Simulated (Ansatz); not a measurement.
# simple cubic against fcc along group 4

All numbers below come from Ansatz 0.2.0, DFT, LDA (PW92), plane waves (420 eV) with PAW, scalar-relativistic. (PAW data from PBE, frozen cores regenerated.)

Each structure is relaxed within its symmetry, in the lowest magnetic state of the tried starts. Differences under about 8 meV lie within the error of the k-point mesh.

| element | E(simple cubic) − E(fcc) (meV/atom) | V(simple cubic) (Å³/atom) | V(fcc) (Å³/atom) | state of simple cubic | state of fcc |
| --- | --- | --- | --- | --- | --- |
| Ti | 743 | 16.70 | 16.06 | spin not included | spin not included |
| Zr | 812 | 22.71 | 21.56 | spin not included | spin not included |
| Hf | ? | ? | ? | ? | ? |

(1) Fill in the row of Hf.

Answers

(1) E(simple cubic) − E(fcc) (meV/atom): 970; V(simple cubic) (Å³/atom): 22.52; V(fcc) (Å³/atom): 20.73; state of simple cubic: spin not included; state of fcc: spin not included.
